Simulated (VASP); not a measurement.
# BaTiO3 in VASP 6.6.1, single-point calculation

INCAR

```
LCHARG = .FALSE.
NBANDS = 28
GGA = AM
SIGMA = 0.02
NELM = 120
LWAVE = .FALSE.
NSW = 0
EDIFF = 1E-9
LASPH = .TRUE.
IBRION = -1
PREC = Normal
ISIF = 2
ENCUT = 520
LREAL = .FALSE.
ISMEAR = -1
```

KPOINTS

```
KPOINTS created by Atomic Simulation Environment
0
Gamma
6 6 6
0 0 0
```

POSCAR

```
Ba Ti O
 1.0000000000000000
     3.9940965203762495   -0.0000000000000000    0.0000000000000000
     0.0000000000000000    3.9940965203762495    0.0000000000000000
     0.0000000000000000    0.0000000000000000    3.9940965203762495
 Ba  Ti  O
   1   1   3
Cartesian
 -0.0000000000000000  0.0000000000000000 -0.0000000000000000
  1.9970482601881248  1.9970482601881248  1.9970482601881248
  1.9970482601881248  1.9970482601881248  0.0000000000000000
  1.9970482601881248 -0.0000000000000000  1.9970482601881248
  0.0000000000000000  1.9970482601881248  1.9970482601881248
```

The recommended PBE PAW datasets give the neutral cell 40 valence electrons.

Command

```
mpirun -np 1 vasp_std
```

**Question.** Predict the outcome of this run.

**Answer.** It converged. Results: gap between bands v and c on the k mesh 1.71 eV; least direct gap on the k mesh 1.85 eV; pressure -0.6 GPa. Band v is the last that the valence electrons fill when counted band by band, and c is the next.

OSZICAR

```
N       E                     dE             d eps       ncg     rms          rms(c)
DAV:   1     0.438580965381E+03    0.43858E+03   -0.20989E+04  1120   0.155E+03
DAV:   2    -0.441744331706E+01   -0.44300E+03   -0.42086E+03  1292   0.434E+02
DAV:   3    -0.487768062614E+02   -0.44359E+02   -0.43922E+02  1580   0.134E+02
DAV:   4    -0.509130789386E+02   -0.21363E+01   -0.21321E+01  1664   0.253E+01
DAV:   5    -0.509676832597E+02   -0.54604E-01   -0.54594E-01  1524   0.321E+00    0.226E+01
DAV:   6    -0.409934914188E+02    0.99742E+01   -0.51602E+01  1520   0.646E+01    0.965E+00
DAV:   7    -0.409125830008E+02    0.80908E-01   -0.87840E+00  1460   0.212E+01    0.658E+00
DAV:   8    -0.407536695117E+02    0.15891E+00   -0.84192E-01  1328   0.851E+00    0.265E+00
DAV:   9    -0.407849796635E+02   -0.31310E-01   -0.20908E-01  1508   0.297E+00    0.130E+00
DAV:  10    -0.407641593200E+02    0.20820E-01   -0.11983E-01  1284   0.354E+00    0.198E-01
DAV:  11    -0.407637405714E+02    0.41875E-03   -0.40686E-03  1320   0.581E-01    0.633E-02
DAV:  12    -0.407638410625E+02   -0.10049E-03   -0.46231E-04  1544   0.170E-01    0.835E-02
DAV:  13    -0.407637595522E+02    0.81510E-04   -0.40151E-04  1316   0.210E-01    0.205E-02
DAV:  14    -0.407637580730E+02    0.14791E-05   -0.37151E-05  1384   0.632E-02    0.962E-03
DAV:  15    -0.407637571119E+02    0.96116E-06   -0.10062E-05  1540   0.292E-02    0.337E-03
DAV:  16    -0.407637568855E+02    0.22637E-06   -0.67637E-07  1480   0.752E-03    0.865E-04
DAV:  17    -0.407637568949E+02   -0.93783E-08   -0.86354E-08  1536   0.180E-03    0.499E-04
DAV:  18    -0.407637568717E+02    0.23172E-07   -0.14747E-08  1252   0.786E-04    0.463E-04
DAV:  19    -0.407637568664E+02    0.52655E-08   -0.42858E-09  1120   0.611E-04    0.137E-04
DAV:  20    -0.407637568632E+02    0.32674E-08   -0.47301E-10   712   0.158E-04    0.416E-05
DAV:  21    -0.407637568621E+02    0.10868E-08   -0.19723E-10   716   0.939E-05    0.104E-05
DAV:  22    -0.407637568615E+02    0.61618E-09   -0.53646E-11   684   0.493E-05
   1 F= -.40763757E+02 E0= -.40763757E+02  d E =-.128247E-14
```

For comparison, a separate PBE run of the intended cell, on usual settings and not on those above, gives a gap of 1.76 eV on its mesh and a pressure of 5.0 GPa.
